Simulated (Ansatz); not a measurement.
Fitting the LDA energy curve of Ta

```yaml
crystal:
  lattice:
    - [0.00000, 2.11000, 2.11000]
    - [2.11000, 0.00000, 2.11000]
    - [2.11000, 2.11000, 0.00000]
  atoms:
    - { symbol: Ta, position: [0.00000, 0.00000, 0.00000] }
```

This isn't the form of Ta at room conditions, which is bcc.

The cell was scaled at fixed shape and fractions and run with Ansatz, Ansatz PAW, cutoff 420 eV; LDA, k mesh 11 × 11 × 11 on the cell of 1 atom, fermi-dirac occupations of 0.05 eV, no spin polarisation, no spin-orbit coupling. The potentials were made for PBE. Energies are those that the program minimises, any entropy of the smearing included. For a metal such a mesh isn't converged to the digits shown.

```tsv
V (Å³/atom)	energy over the lowest row (meV/atom)
17.6606	0.00
18.0363	?
18.4121	13.89
18.7879	34.32
19.1636	62.67
19.5394	98.24
19.9151	140.35
```

Task: Fit the third-order Birch-Murnaghan form, give V0, B0 and B′, and predict the energy left open.

Result: With y = (V0/V)^(2/3), E = E0 + (9 V0 B0/16) [(y - 1)³ B′ + (y - 1)² (6 - 4y)]. Least squares through the rows shown give V0 = 17.7669 Å³/atom, E0 = -0.41 meV, B0 = 206.3 GPa (1 eV/Å³ = 160.218 GPa) and B′ = 3.49, with a largest miss of 0.01 meV. At V = 18.0363 the form with these constants gives 2.16 meV; the run gave 2.17 meV an atom. Other set-ups at this level, from all their volumes (Å³/atom, GPa): Ansatz, all-electron LAPW, scalar-relativistic: V0 17.756, B0 204.4.
